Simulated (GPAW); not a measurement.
# Al3Cu2 (P-3m1) in GPAW: a series of runs

The runs below take Al3Cu2 through band structure, equation of state, with LDA.

All numbers are computed with GPAW 26.7.0; they aren't measurements. Logs are shortened: lines on timing, memory, paths and dates and some standing lists are left out, and cuts for length are marked. The log counts tension as positive stress, the text compression.

## (1) The structure

The structure is trigonal, space group P-3m1 (No. 164). Conventional cell: a = 4.092 Å, b = 4.092 Å, c = 4.993 Å, α = 90.00°, β = 90.00°, γ = 120.00°. Cu (site symmetry 3m) is surrounded by 8 Al at 2.44 to 2.55 Å. Around Al (site symmetry 3m) lie 5 Cu at 2.44 to 2.55 Å and 3 Al at 2.80 Å. Around Al (site symmetry -3m) lie 6 Cu at 2.49 Å.

The cell comes from a database or a generator and needn't be the stable form of this composition.

## (2) Band structure, LDA

Contents of run.py:

```python
from ase import Atoms
from ase.dft.bandgap import bandgap
from ase.io import write
from ase.units import GPa
from gpaw import GPAW, PW

atoms = Atoms(['Cu', 'Cu', 'Al', 'Al', 'Al'],
              cell=[[4.0919516368, 0.0, 0.0],
                    [-2.0459758184, 3.5437340685, 0.0],
                    [0.0, 0.0, 4.9927787]],
              scaled_positions=[[0.6666666667, 0.3333333333, 0.16048787],
                                [0.3333333333, 0.6666666667, 0.83951213],
                                [0.6666666667, 0.3333333333, 0.65007465],
                                [0.3333333333, 0.6666666667, 0.34992535],
                                [0.0, 0.0, 0.0]],
              pbc=True)

calc = GPAW(mode=PW(600),
            xc='LDA',
            kpts={'size': (6, 6, 5), 'gamma': True},
            occupations={'name': 'fermi-dirac', 'width': 0.05},
            nbands=32,
            convergence={'density': 1e-05, 'energy': 1e-05},
            maxiter=150,
            txt='gpaw.txt')
atoms.calc = calc
energy = atoms.get_potential_energy()
forces = atoms.get_forces()
stress = atoms.get_stress()
calc.write('gs.gpw')
write('result.traj', atoms)
print(f'Energy: {energy:.6f} eV')
print('Forces (eV/A):')
print(forces.round(4))
print('Stress (GPa):', (stress / GPa).round(3))
print('Fermi level:', round(calc.get_fermi_level(), 4), 'eV')
print(f'Gap: {bandgap(calc)[0]:.4f} eV, direct: {bandgap(calc, direct=True)[0]:.4f} eV')

path = atoms.cell.bandpath('GMKGALHA,LM,KH', npoints=60, eps=1e-4)
bs_calc = calc.fixed_density(kpts=path, symmetry='off', nbands=49,
                             convergence={'bands': 'CBM+6.0', 'eigenstates': 1e-6}, txt='bands.txt')
bs = bs_calc.band_structure()
bs.write('bs.json')
print(f'Gap on the path: {bandgap(bs_calc)[0]:.4f} eV')
```

Potentials or basis: the program's PAW data sets (release 1.2.1) made for this functional, pw.

On the command line:

```sh
OMP_NUM_THREADS=1 python run.py
```

gpaw.txt:

```text
__  _  _
 | _ |_)|_||  |
 |__||  | ||/\| - 26.7.0

Input parameters:
  mode=PW(ecut=600.0),
  convergence={'density': 1e-05, 'energy': 1e-05},
  kpts=MonkhorstPack(size=(6, 6, 5), gamma=True),
  maxiter=150,
  nbands=32,
  occupations=Occupations(name='fermi-dirac', width=0.05),
  xc=XC(name='LDA')

Diagonalizing LCAO Hamiltonian
Converting LCAO to pw mode

         Cu

             Al
         Al

             Cu
       Al

Atoms  # Å, Bohr magnetons
|   | symbol |         x |        y |        z |    initial magnetic moments |
|---|--------|-----------|----------|----------|-----------------------------|
| 0 |     Cu |  2.045976 | 1.181245 | 0.801280 | ( 0.0000,  0.0000,  0.0000) |
| 1 |     Cu | -0.000000 | 2.362489 | 4.191498 | ( 0.0000,  0.0000,  0.0000) |
| 2 |     Al |  2.045976 | 1.181245 | 3.245679 | ( 0.0000,  0.0000,  0.0000) |
| 3 |     Al | -0.000000 | 2.362489 | 1.747100 | ( 0.0000,  0.0000,  0.0000) |
| 4 |     Al |  0.000000 | 0.000000 | 0.000000 | ( 0.0000,  0.0000,  0.0000) |

Unit cell  # Å
| periodic |         x |        y |        z |  lengths |     angles |
|----------|-----------|----------|----------|----------|------------|
|      yes |  4.091952 | 0.000000 | 0.000000 | 4.091952 |  90.000000 |
|      yes | -2.045976 | 3.543734 | 0.000000 | 4.091952 |  90.000000 |
|      yes |  0.000000 | 0.000000 | 4.992779 | 4.992779 | 120.000000 |

Number of symmetries: 12
Symmetry operations  # r_c * U_cc + t_c -> r_c
|    | kind |            matrix            |
|----|------|------------------------------|
|  0 |  σ   |  1, 1, 0,  0,-1, 0,  0, 0, 1 |
|  1 |  S6  |  1, 1, 0, -1, 0, 0,  0, 0,-1 |
|  2 |  E   |  1, 0, 0,  0, 1, 0,  0, 0, 1 |
|  3 |  C2  |  1, 0, 0, -1,-1, 0,  0, 0,-1 |
|  4 |  C2  |  0, 1, 0,  1, 0, 0,  0, 0,-1 |
|  5 |  C3  |  0, 1, 0, -1,-1, 0,  0, 0, 1 |
|  6 |  S6  |  0,-1, 0,  1, 1, 0,  0, 0,-1 |
|  7 |  σ   |  0,-1, 0, -1, 0, 0,  0, 0, 1 |
|  8 |  σ   | -1, 0, 0,  1, 1, 0,  0, 0, 1 |
|  9 |  i   | -1, 0, 0,  0,-1, 0,  0, 0,-1 |
| 10 |  C3  | -1,-1, 0,  1, 0, 0,  0, 0, 1 |
| 11 |  C2  | -1,-1, 0,  0, 1, 0,  0, 0,-1 |

BZ-sampling:
  Number of BZ points: 180
  Number of IBZ points: 27

  Monkhorst-Pack size: [6, 6, 5]
  Monkhorst-Pack shift: [0.08333333333333333, 0.08333333333333333, 0.0]

K-points  # in reciprocal-cell coordinates
|     |                                coordinates |     weight |
|-----|--------------------------------------------|------------|
|   0 | (  0.00000000,   0.00000000,   0.00000000) | 0.00555556 |
|   1 | (  0.00000000,   0.00000000,   0.20000000) | 0.01111111 |
|   2 | (  0.00000000,   0.00000000,   0.40000000) | 0.01111111 |
|   3 | (  0.16666667,   0.00000000,  -0.40000000) | 0.03333333 |
|   4 | (  0.16666667,   0.00000000,  -0.20000000) | 0.03333333 |
|   5 | (  0.16666667,   0.00000000,   0.00000000) | 0.03333333 |
|   6 | (  0.16666667,   0.00000000,   0.20000000) | 0.03333333 |
|   7 | (  0.16666667,   0.00000000,   0.40000000) | 0.03333333 |
|   8 | (  0.33333333,  -0.16666667,   0.00000000) | 0.03333333 |
|   9 | (  0.33333333,  -0.16666667,   0.20000000) | 0.06666667 |
| ... |                                            |            |
|  26 | (  0.50000000,   0.50000000,   0.40000000) | 0.03333333 |

Plane wave coefficients: 2432
Cutoff: 600.0 eV

Spin-components: 1 (collinear spins)
Bands:           32
Projectors:      27
Spin-degeneracy: 2
Datatype:        complex128

Parallelization:
  kpt:    1
  domain: 1
  band:   1

Density:
  Valence electrons: 31.0
  Components: 1
  Grid points: [24 24 30]
  Charge: 0.0  # |e|

Potential:
  Grid points: [24 24 30]

species:
  Cu:
    name:    Copper
    Z:       29.0
    valence: 11
    core:    18
    charge:  0.0  # [|e|]
    compensation charges:
      type: gauss
      rc: 0.33  # [Å]
      lmax: 2
    cutoffs:
      filter: 2.06  # [Å]
      core: 2.43  # [Å]
    projectors
    | kind |    occ | energy [eV] | rcut [Å] |
    |------|--------|-------------|----------|
    |   4s |  1.000 |      -4.857 |    1.164 |
    |   4p |  0.000 |      -0.783 |    1.164 |
    |   3d | 10.000 |      -5.324 |    1.058 |
    |    s |        |      22.354 |    1.164 |
    |    p |        |      26.429 |    1.164 |
    |    d |        |      21.887 |    1.058 |

    Using partial waves for Cu as LCAO basis

  Al:
    name:    Aluminium
    Z:       13.0
    valence: 3
    core:    10
    charge:  0.0  # [|e|]
    compensation charges:
      type: gauss
      rc: 0.34  # [Å]
      lmax: 2
    cutoffs:
      filter: 1.91  # [Å]
      core: 2.36  # [Å]
    projectors
    | kind |    occ | energy [eV] | rcut [Å] |
    |------|--------|-------------|----------|
    |   3s |  2.000 |      -7.830 |    1.085 |
    |   3p |  1.000 |      -2.783 |    1.085 |
    |    s |        |      19.382 |    1.085 |
    |    p |        |      24.428 |    1.085 |
    |    d |        |       0.000 |    1.085 |

    Using partial waves for Al as LCAO basis

Reference energy: -109637.458017  # eV

eigensolver:
  PPCG
  Converge bands: occupied
  niter=2

density mixing:
  MSR1-Mixer
  Pratt-step length: 0.05
  Maximum mixing coefficient: 0.75
  Old densities: 10
  SVD Regularization: 0.005
  Good broyden scale: 1.0
  Trust region scale: 1.0
  Backstep threshold: 4.0
  History deletion threshold: 6.0
  Fourier metric: weight=20.0, sigma=0.015

occupation numbers:
  Fermi-Dirac:
    width: 0.0500  # eV

poisson solver:
  ecut: 4800.0  # eV

xc functional:
  name: None

convergence criteria:
- Maximum integral of absolute [dens]ity change: 1e-05 electrons / valence electron
- Maximum [total energy] change in last 3 cyles: 1e-05 eV / valence electron
- Maximum integral of absolute [eigenst]ate change: 4e-08 eV^2 / valence electron
maximum number of iterations: 150

SCF iterations
|iter     | |      energy | eigst |  dens |
|---------|-|-------------|-------|-------|
|iter:   1| |  -27.996869 | +0.65 |       |
|iter:   2| |  -24.897964 | -1.25 | -0.71 |
|iter:   3| |  -23.064444 | -1.07 | -0.88 |
|iter:   4| |  -22.894400 | -2.34 | -1.20 |
|iter:   5| |  -22.807724 | -2.55 | -1.42 |
|iter:   6| |  -22.802277 | -3.88 | -2.11 |
|iter:   7| |  -22.801641 | -4.71 | -2.50 |
|iter:   8| |  -22.801621 | -5.35 | -3.11 |
|iter:   9| |  -22.801627c| -6.43 | -3.91 |
|iter:  10| |  -22.801625c| -7.44c| -4.16 |
|iter:  11| |  -22.801624c| -8.25c| -4.57 |
|iter:  12| |  -22.801624c| -7.81c| -5.09c|

Converged in 12 steps
Energy contributions relative to reference atoms: (reference = -109637.458017)

Energy contributions:
  Kinetic:         -15.494888
  Coulomb:          15.730472
  Zero:              0.035206
  External:          0.000000
  Xc:              -23.068004
  Entropy:          -0.008820
  Spinorbit:         0.000000
  ----------------------------
  Free energy:     -22.806034
  Extrapolated:    -22.801624

dipole moment: (-3.520567, -6.097800, -8.591211)  # |e|*Ang

Fermi level: 7.728
Eigenvalues  # (at kpt = [0.000, 0.000, 0.000])
| band index |      eig [eV] | occ [0-2] |
|------------|---------------|-----------|
|          0 |        -3.543 |     2.000 |
|        ... |               |           |
|          7 |         3.152 |     2.000 |
|          8 |         3.152 |     2.000 |
|          9 |         3.544 |     2.000 |
|         10 |         3.544 |     2.000 |
|         11 |         4.005 |     2.000 |
|         12 |         4.069 |     2.000 |
[... 8 lines left out ...]
|         21 |        13.035 |     0.000 |
|         22 |        13.571 |     0.000 |
|        ... |               |           |
|         31 |        20.362 |     0.000 |

No gap
No difference between direct/indirect transitions

Forces  # eV/Ang
|       x |        y |        z |
|---------|----------|----------|
| 0.00000 | -0.00000 | -0.04558 |  # Cu   0
| 0.00000 |  0.00000 |  0.04558 |  # Cu   1
| 0.00000 |  0.00000 |  0.05459 |  # Al   2
| 0.00000 |  0.00000 | -0.05459 |  # Al   3
| 0.00000 |  0.00000 |  0.00000 |  # Al   4

Stress tensor  # eV/Ang^3
|        x |        y |        z |
|----------|----------|----------|
| 0.017134 | 0.000000 | 0.000000 |
| 0.000000 | 0.017134 | 0.000000 |
| 0.000000 | 0.000000 | 0.019481 |

# Writing to gs.gpw (mode='')
```

It took 1.8 min on 1 thread of Intel Xeon Platinum 8259CL at 2.50GHz (Skylake/Cascade Lake), shared host; peak memory 0.38 GiB.

Results:

```
Free energy             : -22.8060 eV
Pressure                : -2.9 GPa
Largest force           : 0.055 eV/Å
Band gap along the path : none (metal or under the smearing width)
```

Forces in eV/Å, atoms in the order of the input:
```
Cu   0.000  0.000 -0.046
Cu   0.000  0.000  0.046
Al   0.000  0.000  0.055
Al   0.000  0.000 -0.055
Al   0.000  0.000  0.000
```

Levels at the corners of the path, in eV from the Fermi level:
```csv
point,band 13,band 14,band 15,band 16,band 17,band 18,band 19,band 20
Γ,-3.66,-0.17,-0.17,1.37,1.37,2.46,2.86,5.30
M,-3.02,-2.98,-2.59,-0.81,-0.13,0.39,3.00,3.83
K,-4.42,-2.16,-2.16,-0.59,0.27,0.27,1.18,4.95
Γ,-3.66,-0.17,-0.17,1.37,1.37,2.46,2.86,5.30
A,1.19,1.19,1.35,1.35,1.79,2.44,2.44,2.46
L,-4.17,-3.57,-1.74,-0.17,0.76,0.92,5.10,5.28
H,-3.89,-3.85,-3.85,-2.46,4.74,5.15,5.15,6.00
A,1.19,1.19,1.35,1.35,1.79,2.44,2.44,2.46
L,-4.17,-3.57,-1.74,-0.17,0.76,0.92,5.10,5.28
M,-3.02,-2.98,-2.59,-0.81,-0.13,0.39,3.00,3.83
K,-4.42,-2.16,-2.16,-0.59,0.27,0.27,1.18,4.95
H,-3.89,-3.85,-3.85,-2.46,4.74,5.15,5.15,6.00
```

Caveat: with this Cu data set, volumes or pressures lay over 1.5 % or 2 GPa off other programs in two to four cells of ten.

## (3) Equation of state, LDA

Contents of run.py:

```python
from ase import Atoms
from ase.eos import EquationOfState
from ase.io import Trajectory
from ase.units import GPa
from gpaw import GPAW, PW

atoms = Atoms(['Cu', 'Cu', 'Al', 'Al', 'Al'],
              cell=[[4.0919516368, 0.0, 0.0],
                    [-2.0459758184, 3.5437340685, 0.0],
                    [0.0, 0.0, 4.9927787]],
              scaled_positions=[[0.6666666667, 0.3333333333, 0.16048787],
                                [0.3333333333, 0.6666666667, 0.83951213],
                                [0.6666666667, 0.3333333333, 0.65007465],
                                [0.3333333333, 0.6666666667, 0.34992535],
                                [0.0, 0.0, 0.0]],
              pbc=True)

traj = Trajectory('eos.traj', 'w')
volumes, energies = [], []
for x in [0.94, 0.96, 0.98, 1.0, 1.02, 1.04, 1.06]:
    a = atoms.copy()
    a.set_cell(atoms.cell * x**(1 / 3), scale_atoms=True)
    calc = GPAW(mode=PW(600),
                xc='LDA',
                kpts={'size': (6, 6, 5), 'gamma': True},
                occupations={'name': 'fermi-dirac', 'width': 0.05},
                nbands=32,
                convergence={'density': 1e-05, 'energy': 1e-05},
                maxiter=150,
                txt=f'eos-{x:.2f}.txt')
    a.calc = calc
    energies.append(a.get_potential_energy(force_consistent=True))
    volumes.append(a.get_volume())
    p = -a.get_stress()[:3].mean() / GPa
    calc.write(f'eos-{x:.2f}.gpw')
    traj.write(a)
    print(f'{x:.2f} {volumes[-1]:10.4f} A^3 {energies[-1]:14.6f} eV {p:9.3f} GPa', flush=True)

v0, e0, B = EquationOfState(volumes, energies, eos='birchmurnaghan').fit()
print(f'V0 = {v0:.4f} A^3, E0 = {e0:.6f} eV, B0 = {B / GPa:.2f} GPa')
```

Potentials or basis: the program's PAW data sets (release 1.2.1) made for this functional, pw.

On the command line:

```sh
OMP_NUM_THREADS=1 python run.py
```

It took 5.1 min on 1 thread of Intel Xeon Platinum 8259CL at 2.50GHz (Skylake/Cascade Lake), shared host; peak memory 0.32 GiB.

The run converged. Its results:

```
Equilibrium volume                        : 14.13 Å³/atom
Bulk modulus at fixed shape and positions : 120 GPa
Pressure derivative of the bulk modulus   : 4.5
```

Energy against volume, from the lowest point:
```csv
volume (Å³/atom),energy (meV/atom)
13.611,7.51
13.901,1.33
14.190,0.00
14.480,3.02
14.769,9.92
15.059,20.32
15.349,33.79
```

Caveat: with this Cu data set, volumes or pressures lay over 1.5 % or 2 GPa off other programs in two to four cells of ten; the cell was scaled at fixed shape and fractional positions, which overstates the stiffness of a crystal with free parameters, most of all of layers and chains.
